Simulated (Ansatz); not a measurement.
# Ga: stress in a strained cell

Aim: deform Ga (equal xy, yz and zx engineering shear strains of -2 %) and compute stress, forces and field gradients with LAPW, PAW and all-electron datasets made for the crystal.

Program: Ansatz 0.2.0. Level of theory: DFT PBE, scalar-relativistic. These are calculated values, not measurements.

### Step 1. The structure to begin with

The structure is orthorhombic, space group Cmcm (No. 63). Conventional cell: a = 2.900 Å, b = 8.130 Å, c = 3.170 Å, α = 90.00°, β = 90.00°, γ = 90.00°. Around Ga (site symmetry m2m) lie 8 Ga at 2.68 to 2.90 Å.

Coordinates:

```cif
data_structure
_symmetry_space_group_name_H-M 'Cmcm'
_symmetry_Int_Tables_number 63
_cell_length_a 2.9000
_cell_length_b 8.1300
_cell_length_c 3.1700
_cell_angle_alpha 90.000
_cell_angle_beta 90.000
_cell_angle_gamma 90.000
_cell_volume 74.74
loop_
_atom_site_label
_atom_site_type_symbol
_atom_site_symmetry_multiplicity
_atom_site_Wyckoff_symbol
_atom_site_fract_x
_atom_site_fract_y
_atom_site_fract_z
_atom_site_occupancy
Ga1 Ga 4 c 0.50000 0.63300 0.25000 1
```

The file gives the conventional cell by its symmetry; the runs use the cell typed in the input.

Atoms are numbered in the order of the input: Ga1, Ga2.

### Step 2. After the deformation

Space group Cmcm before, P-1 after.

### Step 3. Full-potential LAPW

Input file input.yaml:

```yaml
crystal:
  lattice:
    - [1.49065, -4.0795, 0.02615]
    - [1.40935, 4.0505, -0.05515]
    - [-0.0317, -0.0317, 3.17]
  atoms:
    - { symbol: Ga, position: [0.867, 0.133, 0.25] }
    - { symbol: Ga, position: [0.133, 0.867, 0.75] }
kpoints:
  mp_grid: { grid: [12, 12, 10] }
  band_path:
    path:
      - [0.0, 0.0, 0.0]
      - [0.0, 0.0, 0.5]
      - [-0.5, 0.0, 0.0]
      - [0.0, 0.0, 0.0]
      - [0.5, -0.5, 0.0]
      - [0.0, -0.5, 0.5]
      - [0.0, 0.0, 0.0]
      - [0.0, -0.5, 0.0]
      - [0.5, -0.5, 0.5]
    npoints: 5
scf:
  occupations: { method: fermi_dirac, width: 0.08 }
hamiltonian:
  xc: pbe
  pseudopotentials: { kind: all_electron, lapw: { basis_error: 0.001 } }
output:
  forces: true
  stress: true
  eigenvalues: true
```

The run is started by

```console
> ansatz run input.yaml --threads 1 --pin off --max-ram 3072MiB --backend cpu --events-out ev --progress --plain --runs-dir out
```

### Step 4. PAW on the default files

Input file input.yaml:

```yaml
crystal:
  lattice:
    - [1.49065, -4.0795, 0.02615]
    - [1.40935, 4.0505, -0.05515]
    - [-0.0317, -0.0317, 3.17]
  atoms:
    - { symbol: Ga, position: [0.867, 0.133, 0.25] }
    - { symbol: Ga, position: [0.133, 0.867, 0.75] }
kpoints:
  mp_grid: { grid: [12, 12, 10] }
scf:
  occupations: { method: fermi_dirac, width: 0.08 }
hamiltonian:
  xc: pbe
  pseudopotentials: { kind: paw }
output:
  forces: true
  stress: true
  eigenvalues: true
  efg: { contact_densities: true }
  write_density: true
  write_potential: true
  elf: true
  volumetric_format: npy
```

### Step 5. Datasets made for this crystal

Changes to input.yaml since step 4:

```diff
@@ -14,3 +14,3 @@
   xc: pbe
-  pseudopotentials: { kind: paw }
+  pseudopotentials: { kind: all_electron, datasets: crystal }
 output:
@@ -20,5 +20 @@
   efg: { contact_densities: true }
-  write_density: true
-  write_potential: true
-  elf: true
-  volumetric_format: npy
```

(Steps that only read results are left out.)

What does the calculation give? Wanted: pressure; largest shear or deviatoric stress.

**Answer**, as computed:

| quantity | value |
| --- | --- |
| pressure | LAPW 1.70, PAW 1.68, crystal datasets 1.70 GPa |
| largest shear or deviatoric stress (LAPW) | 2.34 GPa |

In words: The largest part of the stress beyond the pressure is 2.34 GPa in size, in the xx component; the atoms are carried along and not relaxed. No run of the undeformed cell stands beside it, so the pressure holds what the given cell had before the change. PAW: stress within 0.03 GPa of LAPW, forces within 1 meV/Å. Crystal datasets: stress within 0.01 GPa of LAPW, forces within 1 meV/Å.
